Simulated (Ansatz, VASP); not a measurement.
# RbBr in VASP and in Ansatz

```xyz
2
Lattice="0.0000 3.5087 3.5087 3.5087 0.0000 3.5087 3.5087 3.5087 0.0000" Properties=species:S:1:pos:R:3 pbc="T T T"
Rb    0.0000    0.0000    0.0000
Br    3.5087    3.5087    3.5087
```

Alike in both runs: functional PBE; k mesh 6 × 6 × 6; no spin polarisation.

Ansatz relaxed the structure, and its values are those at the end. VASP's run is a single point on that final structure, the one shown.

|  | VASP | Ansatz |
| --- | --- | --- |
| version | VASP 6.6.1 | Ansatz 0.2.0 |
| potentials or method | VASP PAW PBE potentials, release 64 (Rb_sv, Br) | scalar-relativistic, plane waves, PAW |
| plane-wave cutoff (eV) | 520 | 420 |
| occupations | gaussian, width 0.01 eV | fixed |
| valence electrons in the cell | 16 | 16 |

```tsv
	VASP	Ansatz	Ansatz less VASP
gap on the k mesh at the Fermi level (eV)	4.19	4.19	+0.002
least direct gap on the mesh (eV)	4.19	4.19	+0.002
pressure (GPa)	0.0	0.0	-0.02
```
